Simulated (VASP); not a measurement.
# HfB (I4/mmm) in VASP: notebook

One crystal, HfB, is run at these levels: LDA; tasks: single point.

Program: VASP 6.6.1. These are calculated values, not measurements. Logs are shortened: lines on timing, memory, paths and dates and some standing lists are left out, and cuts for length are marked.

## Step 1: The cell of the first run

Symmetry: I4/mmm, No. 139, tetragonal system. The conventional cell has a = 3.430 Å, b = 3.430 Å, c = 4.389 Å, α = 90.00°, β = 90.00°, γ = 90.00°. Around Hf (site symmetry 4/mmm) lie 6 B at 2.19 to 2.43 Å. Around B (site symmetry 4/mmm) lie 6 Hf at 2.19 to 2.43 Å.

## Step 2: Single point, LDA (strain +0.050 along x and y, -0.050 along z, atoms carried along)

File INCAR:

```
ALGO     = Fast           # electronic algorithm
EDIFF    = 1E-6           # SCF threshold, eV
ENCUT    = 520            # plane-wave cutoff, eV
GGA      = CA             # functional
ISIF     = 2              # what is computed and relaxed
ISMEAR   = 0              # smearing method
LASPH    = T              # aspherical terms in the spheres
LCHARG   = F              # write CHGCAR
LREAL    = F              # projectors in reciprocal space
LWAVE    = F              # write WAVECAR
NBANDS   = 14             # bands
NELM     = 100            # most SCF steps
PREC     = Accurate       # precision mode
SIGMA    = 0.15           # smearing width, eV
```

File KPOINTS:

```
k-points
0
Gamma
  18 18 18
```

File POSCAR:

```
HfB
1.0
    0.0000000000      2.4255000000      2.1945000000
    2.4255000000      0.0000000000      2.1945000000
    2.4255000000      2.4255000000      0.0000000000
Hf B
1 1
Direct
    0.5000000000      0.5000000000      0.5000000000
    0.0000000000      0.0000000000      0.0000000000
```

Potentials or basis: VASP PAW LDA potentials, release 64 (Hf_pv, B).

Started as:

```
> cat potpaw_LDA.64/Hf_pv/POTCAR potpaw_LDA.64/B/POTCAR > POTCAR
> mpirun -np 1 vasp_std > vasp.out
```

OUTCAR:

```text
EDIFF = 1E-6
   ENCUT = 520
   GGA = CA
   ISIF = 2
   ISMEAR = 0
   LASPH = T
   LREAL = F
   NELM = 100
   PREC = Accurate

 ion  position               nearest neighbor table
   1  0.500  0.500  0.500-   2 2.19   2 2.19   2 2.43   2 2.43   2 2.43   2 2.43
   2  0.000  0.000  0.000-   1 2.19   1 2.19   1 2.43   1 2.43   1 2.43   1 2.43

  LATTYP: Found a body centered tetragonal cell.
 ALAT       =     3.4301749955
 C/A-ratio  =     1.2795265564

  Lattice vectors:

 A1 = (   0.0000000000,  -2.4255000000,  -2.1945000000)
 A2 = (   0.0000000000,   2.4255000000,  -2.1945000000)
 A3 = (   2.4255000000,   0.0000000000,   2.1945000000)

Analysis of symmetry for initial positions (statically):
=====================================================================
 Subroutine PRICEL returns:
 Original cell was already a primitive cell.

 Routine SETGRP: Setting up the symmetry group for a
 body centered tetragonal supercell.

 Subroutine GETGRP returns: Found 16 space group operations
 (whereof 16 operations were pure point group operations)
 out of a pool of 16 trial point group operations.

The static configuration has the point symmetry D_4h.

Analysis of symmetry for dynamics (positions and initial velocities):
=====================================================================
 Subroutine PRICEL returns:
 Original cell was already a primitive cell.

 Routine SETGRP: Setting up the symmetry group for a
 body centered tetragonal supercell.

 Subroutine GETGRP returns: Found 16 space group operations
 (whereof 16 operations were pure point group operations)
 out of a pool of 16 trial point group operations.

The dynamic configuration has the point symmetry D_4h.

 Subroutine INISYM returns: Found 16 space group operations
 (whereof 16 operations are pure point group operations),
 and found     1 'primitive' translations

----------------------------------------------------------------------------------------

                                     Primitive cell

  volume of cell :      25.8207

  direct lattice vectors                    reciprocal lattice vectors
     0.000000000  2.425500000  2.194500000    -0.206143063  0.206143063  0.227842333
     2.425500000  0.000000000  2.194500000     0.206143063 -0.206143063  0.227842333
     2.425500000  2.425500000  0.000000000     0.206143063  0.206143063 -0.227842333

  length of vectors
     3.270914322  3.270914322  3.430174996     0.370002775  0.370002775  0.370002775

  position of ions in fractional coordinates (direct lattice)
     0.500000000  0.500000000  0.500000000
     0.000000000  0.000000000  0.000000000

  ion indices of the primitive-cell ions
   primitive index   ion index
                 1           1
                 2           2

----------------------------------------------------------------------------------------

 KPOINTS: k-points

Automatic generation of k-mesh.
 Grid dimensions read from file:
 generate k-points for:   18   18   18

 Generating k-lattice:

  Cartesian coordinates                     Fractional coordinates (reciprocal lattice)
    -0.011452392  0.011452392  0.012657907     0.055555556  0.000000000  0.000000000
     0.011452392 -0.011452392  0.012657907     0.000000000  0.055555556  0.000000000
     0.011452392  0.011452392 -0.012657907     0.000000000  0.000000000  0.055555556

  Length of vectors
     0.020555710  0.020555710  0.020555710

  Shift w.r.t. Gamma in fractional coordinates (k-lattice)
     0.000000000  0.000000000  0.000000000

 Subroutine IBZKPT returns following result:
 ===========================================

 Found    480 irreducible k-points:

 Following reciprocal coordinates:
            Coordinates               Weight
  0.000000  0.000000  0.000000      1.000000
  0.055556  0.000000  0.000000      8.000000
  0.111111  0.000000  0.000000      8.000000
  0.166667  0.000000  0.000000      8.000000
  0.222222  0.000000  0.000000      8.000000
  0.277778  0.000000  0.000000      8.000000
[... 16 lines left out ...]
 -0.277778  0.055556  0.000000      8.000000
 -0.222222  0.055556  0.000000      8.000000
 [... further k-points ...]
   k-points           NKPTS =    480   k-points in BZ     NKDIM =    480   number of bands    NBANDS=     14
   number of dos      NEDOS =    301   number of ions     NIONS =      2
   total plane-waves  NPLWV =  16128
   dimension x,y,z NGX =    24 NGY =   24 NGZ =   28
   dimension x,y,z NGXF=    48 NGYF=   48 NGZF=   56
   ions per type =               1   1
   NGX,Y,Z   is equivalent  to a cutoff of  12.20, 12.20, 13.57 a.u.
   NGXF,Y,Z  is equivalent  to a cutoff of  24.40, 24.40, 27.14 a.u.
 SYSTEM =  unknown system
   PREC   = accura    normal or accurate (medium, high low for compatibility)
   ISTART =      0    job   : 0-new  1-cont  2-samecut
   ICHARG =      2    charge: 1-file 2-atom 10-const
   ISPIN  =      1    spin polarized calculation?
   LNONCOLLINEAR =      F non collinear calculations
   LSORBIT =      F    spin-orbit coupling
   LASPH  =      T    aspherical Exc in radial PAW
   ENCUT  =  520.0 eV  38.22 Ry    6.18 a.u.   6.08  6.08  6.38*2*pi/ulx,y,z
   NELM   =    100;   NELMIN=  2; NELMDL= -5     # of ELM steps
   EDIFF  = 0.1E-05   stopping-criterion for ELM
   LREAL  =      F    real-space projection
   EDIFFG = 0.1E-04   stopping-criterion for IOM
   NSW    =      0    number of steps for IOM
   IBRION =     -1    ionic relax: 0-MD 1-quasi-New 2-CG
   NFREE  =      0    steps in history (QN), initial steepest desc. (CG)
   ISIF   =      2    stress and relaxation
   ISYM   =      2    0-nonsym 1-usesym 2-fastsym
   POTIM  = 0.5000    time-step for ionic-motion
   TEBEG  =    0.0;   TEEND  =   0.0 temperature during run
   PSTRESS=    0.0 pullay stress
   NELECT =      13.0000    total number of electrons
   NUPDOWN=      -1.0000    fix difference up-down
   EMIN   =  10.00;   EMAX   =-10.00  energy-range for DOS
   EFERMI =   0.00;   METHOD = LEGACY
   ISMEAR =     0;   SIGMA  =   0.15  broadening in eV -4-tet -1-fermi 0-gaus
   EFERMI_NEDOS =   21; number of points for ismear=-14 and -15
   IALGO  =     68    algorithm
   IMIX   =      4    mixing-type and parameters
     AMIX     =   0.40;   BMIX     =  1.00
     AMIX_MAG =   1.60;   BMIX_MAG =  1.00
  volume/ion in A,a.u.               =      12.91        87.12
  Fermi-wavevector in a.u.,A,eV,Ry     =   1.302367  2.461116 23.077639  1.696159
  Thomas-Fermi vector in A             =   2.433439
   LORBIT       =      0    0 simple, 1 ext, 2 COOP (PROOUT), +10 PAW based schemes
   GGA     = CA    functional components
   LHFCALC =     F    Hartree Fock is set to
   AEXX    =    0.0000 exact exchange contribution
   IVDW    =     0    specifies the selected vdW correction
   LEPSILON=     F    determine dielectric tensor
   LRPA    =     F    only Hartree local field effects (RPA)
 non-spin polarized calculation
 RMM-DIIS sequential band-by-band and
 Gauss-broadening in eV      SIGMA  =   0.15
  energy-cutoff  :      520.00
  volume of cell :       25.82
 maximum number of plane-waves:       724
   NGX = 13   NGY = 13   NGZ = 13

 number of electron      12.9999999 magnetization

 Free energy of the ion-electron system (eV)
  ---------------------------------------------------
  ext. energy  EPLUGINS =         0.00000000
  ---------------------------------------------------
  free energy    TOTEN  =       -18.74006992 eV

  energy without entropy =      -18.72726899  energy(sigma->0) =      -18.73366945

 E-fermi :   4.8148     XC(G=0): -12.2225

 val. band max:        4.8128490135   @ k =   0.4444   0.0556   0.2222
 cond. band min:       4.8150159915   @ k =  -0.3889   0.3889   0.1111
 fundamental gap:      0.0021669780
 Fermi energy:         4.8148399235

 k-point     1 :       0.0000    0.0000    0.0000
  band No.  band energies     occupation
      1     -23.6680      2.00000
      2     -23.6164      2.00000
      3     -23.6164      2.00000
      4      -4.4981      2.00000
      5       6.5271      0.00000
      6       6.5271      0.00000
      7       7.6398      0.00000
      8       8.1477      0.00000
      9       8.4013      0.00000
     10       8.4013      0.00000
     11       8.9300      0.00000
     12       9.1389      0.00000
     13      16.4740      0.00000
     14      17.8388      0.00000

 k-point     2 :       0.0556    0.0000    0.0000
  band No.  band energies     occupation
      1     -23.6786      2.00000
      2     -23.6267      2.00000
      3     -23.6200      2.00000
      4      -4.4121      2.00000
      5       6.3359      0.00000
      6       6.4436      0.00000
      7       7.3759      0.00000
      8       7.5291      0.00000
      9       8.0086      0.00000
     10       8.8957      0.00000
     11       9.2799      0.00000
     12      10.0334      0.00000
     13      16.6919      0.00000
     14      17.9493      0.00000

 k-point     3 :       0.1111    0.0000    0.0000
  band No.  band energies     occupation
      1     -23.7247      2.00000
      2     -23.6403      2.00000
      3     -23.6303      2.00000
      4      -4.1594      2.00000
      5       5.7564      0.00000
      6       5.9897      0.00000
      7       6.7265      0.00000
      8       7.3955      0.00000
      9       7.8472      0.00000
     10       9.1712      0.00000
     11      10.3913      0.00000
     12      11.2157      0.00000
     13      17.3062      0.00000
     14      18.2414      0.00000
[... 324 lines left out ...]
 k-point    23 :      -0.2778    0.0556    0.0000
  band No.  band energies     occupation
      1     -24.0372      2.00000
      2     -23.6872      2.00000
      3     -23.6856      2.00000
      4      -2.4058      2.00000
      5       3.0814      2.00000
      6       4.0522      2.00000
      7       4.7856      1.21741
      8       8.7095      0.00000
      9       9.4133      0.00000
     10      10.1811      0.00000
     11      14.9805      0.00000
     12      14.9897      0.00000
     13      17.0542      0.00000
     14      20.5023      0.00000

 k-point    24 :      -0.2222    0.0556    0.0000
  band No.  band energies     occupation
      1     -23.9290      2.00000
      2     -23.6853      2.00000
      3     -23.6648      2.00000
      4      -3.0426      2.00000
      5       3.8671      2.00000
      6       4.5334      1.99204
      7       5.2559      0.00003
      8       8.0003      0.00000
      9       9.0049      0.00000
     10       9.8973      0.00000
     11      13.7586      0.00000
     12      13.7966      0.00000
     13      17.9426      0.00000
     14      19.6619      0.00000

 [... further k-points ...]

------------------------ aborting loop because EDIFF is reached ----------------------------------------

  FORCE on cell =-STRESS in cart. coord.  units (eV):
  Direction    XX          YY          ZZ          XY          YZ          ZX
  --------------------------------------------------------------------------------------
  -------------------------------------------------------------------------------------
  Total       -0.5323574     -0.5323574      6.7082482      0.0000000     -0.0000000      0.0000000
  in kB      -33.0328270    -33.0328270    416.2474306      0.0000000     -0.0000000      0.0000000
  external PRESSURE =     116.7272589 kB  Pullay stress =       0.0000000 kB

 VOLUME and BASIS-vectors are now :
 -----------------------------------------------------------------------------
  energy-cutoff  :      520.00
  volume of cell :       25.82
      direct lattice vectors                 reciprocal lattice vectors
     0.000000000  2.425500000  2.194500000    -0.206143063  0.206143063  0.227842333
     2.425500000  0.000000000  2.194500000     0.206143063 -0.206143063  0.227842333
     2.425500000  2.425500000  0.000000000     0.206143063  0.206143063 -0.227842333

 POSITION                                       TOTAL-FORCE (eV/Angst)
 -----------------------------------------------------------------------------------
      2.42550      2.42550      2.19450        -0.000000      0.000000     -0.000000
      0.00000      0.00000      0.00000         0.000000     -0.000000      0.000000
 -----------------------------------------------------------------------------------
    total drift:                                0.000000     -0.000000      0.000000

  FREE ENERGIE OF THE ION-ELECTRON SYSTEM (eV)
  ---------------------------------------------------
  free  energy   TOTEN  =       -18.7400699176 eV

  energy  without entropy=      -18.7272689910  energy(sigma->0) =      -18.73366945
```

Run time: 60 s. Hardware: 1 thread of Intel Xeon 6975P-C (Granite Rapids), shared host; peak memory 0.28 GiB.

What came out:

```
Free energy            : -18.7401 eV
Pressure               : 11.7 GPa
Band gap on the k mesh : none (metal or under the smearing width)
```

Levels at points of the mesh, in eV from the Fermi level:
```csv
k point,band 4,band 5,band 6,band 7,band 8,band 9,band 10,band 11
"(0.00, 0.00, 0.00)",-9.31,1.71,1.71,2.82,3.33,3.59,3.59,4.12
"(0.50, 0.00, 0.00)",-4.87,-3.96,-1.57,-1.30,5.64,6.58,7.28,8.19
"(0.50, 0.50, 0.00)",-6.39,-1.17,-0.05,1.74,1.74,6.00,7.23,7.23
"(0.50, 0.00, 0.50)",-6.63,-1.32,-0.95,2.30,2.83,5.44,6.78,7.72
```

Spin-orbit coupling is left out, which matters for the levels of Hf.

## Step 3: Single point, LDA (strain +0.000 along x and y, +0.050 along z, atoms carried along)

File INCAR:

```
SYSTEM = HfB
ALGO     = Fast           ! electronic algorithm
EDIFF    = 1E-6           ! SCF threshold, eV
ENCUT    = 520            ! plane-wave cutoff, eV
GGA      = CA             ! functional
ISIF     = 2              ! what is computed and relaxed
ISMEAR   = 0              ! smearing method
LASPH    = .TRUE.         ! aspherical terms in the spheres
LCHARG   = .TRUE.         ! write CHGCAR
LELF     = .TRUE.         ! ELF
LREAL    = .FALSE.        ! projectors in reciprocal space
LVHAR    = .TRUE.       
LWAVE    = .FALSE.        ! write WAVECAR
NBANDS   = 14             ! bands
NELM     = 100            ! most SCF steps
PREC     = Accurate       ! precision mode
SIGMA    = 0.15           ! smearing width, eV
```

File KPOINTS:

```
k-points
0
G
  18 18 18
  0 0 0
```

File POSCAR:

```
HfB
1.0
    0.0000000000      2.3100000000      2.4255000000
    2.3100000000      0.0000000000      2.4255000000
    2.3100000000      2.3100000000      0.0000000000
Hf B
1 1
Direct
    0.5000000000      0.5000000000      0.5000000000
    0.0000000000      0.0000000000      0.0000000000
```

Potentials or basis: VASP PAW LDA potentials, release 64 (Hf_pv, B).

Started as:

```
> cat potpaw_LDA.64/Hf_pv/POTCAR potpaw_LDA.64/B/POTCAR > POTCAR
> mpirun -np 1 vasp_std > vasp.out
```

It took 84 s on 1 thread of Intel Xeon 6975P-C (Granite Rapids), shared host; peak memory 0.28 GiB.

Results (log left out):

```yaml
Free_energy: -18.9303 eV
Pressure: 8.9 GPa
Band_gap_on_the_k_mesh: none (metal or under the smearing width)
```

Stress tensor (GPa, compression positive):
```
15.60  0.00  0.00
 0.00 15.60  0.00
 0.00  0.00 -4.58
```

Levels at points of the mesh, in eV from the Fermi level:
```
           k point  band 4  band 5  band 6  band 7  band 8  band 9  band 10  band 11
(0.00, 0.00, 0.00)   -9.29    1.70    2.26    2.26    3.59    3.63     3.92     3.92
(0.50, 0.00, 0.00)   -4.85   -4.01   -1.41   -1.25    5.92    6.27     7.12     8.26
(0.50, 0.50, 0.00)   -6.58   -1.31   -0.98    2.50    2.50    5.82     7.33     7.33
(0.50, 0.00, 0.50)   -6.45   -1.03   -0.75    2.05    2.23    5.79     7.02     7.64
```

The run has no spin-orbit coupling, so splittings on Hf are missing.

[end of part 1 of 2]
